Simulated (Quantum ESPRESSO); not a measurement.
# Al2Pt (P1) in Quantum ESPRESSO: convergence with k mesh

Aim: find how far k mesh must go before the results for Al2Pt settle, at PBEsol. This setting moves, with any that are tied to it; all else stays.

Everything below comes from runs of Quantum ESPRESSO 7.5. Logs are shortened: lines on timing, memory, paths and dates and some standing lists are left out, and cuts for length are marked.

## 1. The cell of the first run

The typed cell holds 3 atoms: a = 4.179 Å, b = 4.179 Å, c = 4.179 Å, α = 60.00°, β = 60.00°, γ = 60.00°.

The cell isn't the ideal one: atoms moved at random, drawn with an rms of 0.1 Å.

## 2. With k mesh 1 × 1 × 1

pw.in reads:

```
&CONTROL
  calculation = 'scf'
  prefix = 'pwscf'
  outdir = './tmp'
  pseudo_dir = './pseudo'
  tprnfor = .true.
  tstress = .true.
  disk_io = 'nowf'
/
&SYSTEM
  ibrav = 0
  nat = 3
  ntyp = 2
  ecutwfc = 84
  nbnd = 19
  occupations = 'smearing'
  smearing = 'mp'
  degauss = 0.00999582
/
&ELECTRONS
  conv_thr = 6d-10
  electron_maxstep = 120
  mixing_beta = 0.5
/
ATOMIC_SPECIES
Pt   195.0840 Pt.upf
Al    26.9815 Al.upf
CELL_PARAMETERS angstrom
   0.0000000000    2.9550000000    2.9550000000
   2.9550000000    0.0000000000    2.9550000000
   2.9550000000    2.9550000000    0.0000000000
ATOMIC_POSITIONS crystal
Pt     0.0133170000   -0.0186200000   -0.0200700000
Al     0.7571300000    0.7521340000    0.7196430000
Al     0.2348140000    0.2632520000    0.2441630000
K_POINTS automatic
1 1 1 0 0 0
```

Potentials or basis: PseudoDojo 0.4 SR PBEsol stringent.

Run with:

```sh
OMP_NUM_THREADS=1 pw.x -in pw.in > pw.out
```

It took 3.8 s on 1 thread of Arm Neoverse V2, shared host; peak memory 0.08 GiB.

What came out:

| Property | Result |
| --- | --- |
| Free energy | -3664.9777 eV |
| Pressure | 46.7 GPa |
| Largest force | 1.334 eV/Å |

## 3. With k mesh 2 × 2 × 2

pw.in, as its differences from that of step 2:

```diff
@@ -36,2 +36,2 @@
 K_POINTS automatic
-1 1 1 0 0 0
+2 2 2 0 0 0
```

Potentials or basis: PseudoDojo 0.4 SR PBEsol stringent.

Run with:

```sh
OMP_NUM_THREADS=1 pw.x -in pw.in > pw.out
```

Run time: 14 s. Hardware: 1 thread of Arm Neoverse V2, shared host; peak memory 0.1 GiB.

Results:

```
Free energy            : -3681.4762 eV
Pressure               : -4.4 GPa
Largest force          : 1.091 eV/Å
Band gap on the k mesh : none (metal or under the smearing width)
```

## 4. With k mesh 3 × 3 × 3

pw.in, as its differences from that of step 3:

```diff
@@ -36,2 +36,2 @@
 K_POINTS automatic
-2 2 2 0 0 0
+3 3 3 0 0 0
```

Run with:

```sh
OMP_NUM_THREADS=1 pw.x -in pw.in > pw.out
```

Run time: 20 s. Hardware: 1 thread of Arm Neoverse V2, shared host; peak memory 0.1 GiB.

What came out:

```
Free energy            : -3681.5013 eV
Pressure               : -0.8 GPa
Largest force          : 0.906 eV/Å
Band gap on the k mesh : none (metal or under the smearing width)
```

## 5. With k mesh 4 × 4 × 4

pw.in, as its differences from that of step 4:

```diff
@@ -36,2 +36,2 @@
 K_POINTS automatic
-3 3 3 0 0 0
+4 4 4 0 0 0
```

Run with:

```sh
OMP_NUM_THREADS=1 pw.x -in pw.in > pw.out
```

Wall time 51 s (1 thread of Arm Neoverse V2, shared host); peak memory 0.13 GiB.

What came out:

- Free energy: -3681.3868 eV
- Pressure: 0.1 GPa
- Largest force: 0.869 eV/Å
- Band gap on the k mesh: none (metal or under the smearing width)

## 6. With k mesh 5 × 5 × 5

pw.in, as its differences from that of step 5:

```diff
@@ -36,2 +36,2 @@
 K_POINTS automatic
-4 4 4 0 0 0
+5 5 5 0 0 0
```

Potentials or basis: PseudoDojo 0.4 SR PBEsol stringent.

Run with:

```sh
OMP_NUM_THREADS=1 pw.x -in pw.in > pw.out
```

It took 89 s on 1 thread of Arm Neoverse V2, shared host; peak memory 0.17 GiB.

It converged, with:

```yaml
Free_energy: -3681.3579 eV
Pressure: 0.0 GPa
Largest_force: 0.834 eV/Å
Band_gap_on_the_k_mesh: none (metal or under the smearing width)
```

## 7. With k mesh 6 × 6 × 6

pw.in, as its differences from that of step 6:

```diff
@@ -36,2 +36,2 @@
 K_POINTS automatic
-5 5 5 0 0 0
+6 6 6 0 0 0
```

Run with:

```sh
OMP_NUM_THREADS=1 pw.x -in pw.in > pw.out
```

Run time: 2.7 min. Hardware: 1 thread of Arm Neoverse V2, shared host; peak memory 0.23 GiB.

It converged, with:

```
Free energy            : -3681.4273 eV
Pressure               : -0.4 GPa
Largest force          : 0.880 eV/Å
Band gap on the k mesh : none (metal or under the smearing width)
```

## 8. With k mesh 7 × 7 × 7

pw.in, as its differences from that of step 7:

```diff
@@ -36,2 +36,2 @@
 K_POINTS automatic
-6 6 6 0 0 0
+7 7 7 0 0 0
```

Run with:

```sh
OMP_NUM_THREADS=1 pw.x -in pw.in > pw.out
```

It took 4.1 min on 1 thread of Arm Neoverse V2, shared host; peak memory 0.31 GiB.

The run converged. Its results:

| Item | Value |
| --- | --- |
| Free energy | -3681.4064 eV |
| Pressure | -0.2 GPa |
| Largest force | 0.872 eV/Å |
| Band gap on the k mesh | none (metal or under the smearing width) |

## 9. With k mesh 8 × 8 × 8

pw.in, as its differences from that of step 8:

```diff
@@ -36,2 +36,2 @@
 K_POINTS automatic
-7 7 7 0 0 0
+8 8 8 0 0 0
```

Potentials or basis: PseudoDojo 0.4 SR PBEsol stringent.

Run with:

```sh
OMP_NUM_THREADS=1 pw.x -in pw.in > pw.out
```

pw.out:

```text
This program is part of the open-source Quantum ESPRESSO suite
     for quantum simulation of materials; please cite
[... 6 lines left out ...]
     --------------------
     sticks:   dense  smooth     PW     G-vecs:    dense   smooth      PW
     Sum        1429    1429    421                36085    36085    5769

     Using Slab Decomposition

     bravais-lattice index     =            0
     lattice parameter (alat)  =       7.8972  a.u.
     unit-cell volume          =     348.2564 (a.u.)^3
     number of atoms/cell      =            3
     number of atomic types    =            2
     number of electrons       =        24.00
     number of Kohn-Sham states=           19
     kinetic-energy cutoff     =      84.0000  Ry
     charge density cutoff     =     336.0000  Ry
     scf convergence threshold =      6.0E-10
     mixing beta               =       0.5000
     number of iterations used =            8  plain     mixing
     Exchange-correlation= PBESOL
                           (   1   4  10   8   0   0   0)

     celldm(1)=   7.897168  celldm(2)=   0.000000  celldm(3)=   0.000000
     celldm(4)=   0.000000  celldm(5)=   0.000000  celldm(6)=   0.000000

     crystal axes: (cart. coord. in units of alat)
               a(1) = (   0.000000   0.707107   0.707107 )
               a(2) = (   0.707107   0.000000   0.707107 )
               a(3) = (   0.707107   0.707107   0.000000 )

     reciprocal axes: (cart. coord. in units 2 pi/alat)
               b(1) = ( -0.707107  0.707107  0.707107 )
               b(2) = (  0.707107 -0.707107  0.707107 )
               b(3) = (  0.707107  0.707107 -0.707107 )

     PseudoPot. # 1 for Pt read from file:
     Pt.upf
     Pseudo is Norm-conserving + core correction, Zval = 18.0
     Generated using ONCVPSP code by D. R. Hamann
     Using radial grid of 1358 points,  8 beta functions with:
                l(1) =   0
                l(2) =   0
                l(3) =   1
                l(4) =   1
                l(5) =   2
                l(6) =   2
                l(7) =   3
                l(8) =   3

     PseudoPot. # 2 for Al read from file:
     Al.upf
     Pseudo is Norm-conserving + core correction, Zval =  3.0
     Generated using ONCVPSP code by D. R. Hamann
     Using radial grid of 1876 points,  6 beta functions with:
                l(1) =   0
                l(2) =   0
                l(3) =   1
                l(4) =   1
                l(5) =   2
                l(6) =   2

     atomic species   valence    mass     pseudopotential
     Pt               18.00   195.08400     Pt( 1.00)
     Al                3.00    26.98150     Al( 1.00)

     No symmetry found

   Cartesian axes

     site n.     atom                  positions (alat units)
         1        Pt     tau(   1) = (  -0.0273580  -0.0047751  -0.0037498  )
         2        Al     tau(   2) = (   1.0407035   1.0442362   1.0672108  )
         3        Al     tau(   3) = (   0.3587966   0.3386879   0.3521858  )

     number of k points=   260  Methfessel-Paxton smearing, width (Ry)=  0.0100

     Number of k-points >= 100: set verbosity='high' to print them.

     Dense  grid:    36085 G-vectors     FFT dimensions: (  48,  48,  48)

     Initial potential from superposition of free atoms

     starting charge      23.9952, renormalised to      24.0000
     Starting wfcs are   18 randomized atomic wfcs +    1 random wfcs

     Self-consistent Calculation

     iteration #  1     ecut=    84.00 Ry     beta= 0.50
     Davidson diagonalization with overlap
     ethr =  1.00E-02,  avg # of iterations =  5.0

     Threshold (ethr) on eigenvalues was too large:
     Diagonalizing with lowered threshold

     Davidson diagonalization with overlap
     ethr =  7.59E-04,  avg # of iterations =  1.4

     total energy              =    -270.51421367 Ry
     estimated scf accuracy    <       0.18814250 Ry

     iteration #  2     ecut=    84.00 Ry     beta= 0.50
     Davidson diagonalization with overlap
     ethr =  7.84E-04,  avg # of iterations =  2.3

     total energy              =    -270.55572344 Ry
     estimated scf accuracy    <       0.12892885 Ry

     iteration #  3     ecut=    84.00 Ry     beta= 0.50
     Davidson diagonalization with overlap
     ethr =  5.37E-04,  avg # of iterations =  2.3

     total energy              =    -270.57771654 Ry
     estimated scf accuracy    <       0.00424289 Ry

     iteration #  4     ecut=    84.00 Ry     beta= 0.50
     Davidson diagonalization with overlap
     ethr =  1.77E-05,  avg # of iterations =  6.2

     total energy              =    -270.57790347 Ry
     estimated scf accuracy    <       0.00027399 Ry

     iteration #  5     ecut=    84.00 Ry     beta= 0.50
     Davidson diagonalization with overlap
     c_bands:  1 eigenvalues not converged
     ethr =  1.14E-06,  avg # of iterations =  4.2

     total energy              =    -270.57796071 Ry
     estimated scf accuracy    <       0.00000316 Ry

     iteration #  6     ecut=    84.00 Ry     beta= 0.50
     Davidson diagonalization with overlap
     ethr =  1.32E-08,  avg # of iterations =  2.4

     total energy              =    -270.57796139 Ry
     estimated scf accuracy    <       0.00000044 Ry

     iteration #  7     ecut=    84.00 Ry     beta= 0.50
     Davidson diagonalization with overlap
     ethr =  1.84E-09,  avg # of iterations =  2.0

     total energy              =    -270.57796147 Ry
     estimated scf accuracy    <       0.00000001 Ry

     iteration #  8     ecut=    84.00 Ry     beta= 0.50
     Davidson diagonalization with overlap
     ethr =  4.18E-11,  avg # of iterations =  3.7

     total energy              =    -270.57796147 Ry
     estimated scf accuracy    <          7.7E-09 Ry

     iteration #  9     ecut=    84.00 Ry     beta= 0.50
     Davidson diagonalization with overlap
     ethr =  3.23E-11,  avg # of iterations =  2.0

     End of self-consistent calculation

     Number of k-points >= 100: set verbosity='high' to print the bands.

     the Fermi energy is    11.2873 ev

!    total energy              =    -270.57796148 Ry
     estimated scf accuracy    <          3.8E-10 Ry
     smearing contrib. (-TS)   =       0.00000990 Ry
     internal energy E=F+TS    =    -270.57797137 Ry

     The total energy is F=E-TS. E is the sum of the following terms:
     one-electron contribution =    -138.04723624 Ry
     hartree contribution      =      76.76233464 Ry
     xc contribution           =     -51.69112407 Ry
     ewald contribution        =    -157.60194570 Ry

     convergence has been achieved in   9 iterations

     Forces acting on atoms (cartesian axes, Ry/au):

     atom    1 type  1   force =     0.02728168   -0.01583211    0.01182090
     atom    2 type  2   force =     0.00429663    0.00829697   -0.00881849
     atom    3 type  2   force =    -0.03157830    0.00753514   -0.00300241

     Total force =     0.048608     Total SCF correction =     0.000016

     Computing stress (Cartesian axis) and pressure

          total   stress  (Ry/bohr**3)                   (kbar)     P=       -2.79
  -0.00001286   0.00003092   0.00000645           -1.89        4.55        0.95
   0.00003092  -0.00002560  -0.00019422            4.55       -3.77      -28.57
   0.00000645  -0.00019422  -0.00001834            0.95      -28.57       -2.70

=------------------------------------------------------------------------------=
   JOB DONE.
=------------------------------------------------------------------------------=
```

Wall time 6 min (1 thread of Arm Neoverse V2, shared host); peak memory 0.42 GiB.

Results:

| Item | Value |
| --- | --- |
| Free energy | -3681.4007 eV |
| Pressure | -0.3 GPa |
| Largest force | 0.866 eV/Å |
| Band gap on the k mesh | none (metal or under the smearing width) |

## 10. Result

| k mesh | energy less the tightest run, at zero smearing (meV/atom) | pressure (GPa) | largest force (eV/Å) | SCF cycles | CPU time (s) | peak memory (GiB) |
| --- | --- | --- | --- | --- | --- | --- |
| 1 × 1 × 1 | 5479.17 | 46.72 | 1.334 | 19 | 3.8 | 0.08 |
| 2 × 2 × 2 | -23.73 | -4.41 | 1.091 | 11 | 14 | 0.1 |
| 3 × 3 × 3 | -32.05 | -0.79 | 0.906 | 9 | 20 | 0.1 |
| 4 × 4 × 4 | 5.32 | 0.07 | 0.869 | 9 | 51 | 0.13 |
| 5 × 5 × 5 | 14.79 | 0.02 | 0.834 | 9 | 89 | 0.17 |
| 6 × 6 × 6 | -9.02 | -0.38 | 0.880 | 9 | 160 | 0.23 |
| 7 × 7 × 7 | -1.64 | -0.25 | 0.872 | 9 | 240 | 0.31 |
| 8 × 8 × 8 | 0.00 | -0.28 | 0.866 | 9 | 360 | 0.42 |

Against the tightest run, the pressure stays within 0.1 GPa from 7 × 7 × 7 on. Not settled before the last step: the energy (to 1 meV/atom), the largest force (to 0.005 eV/Å). Meshes of other sizes hit other points, so gaps and Fermi surfaces needn't settle smoothly. The tightest run that finished is the yardstick and may itself not be fully converged.
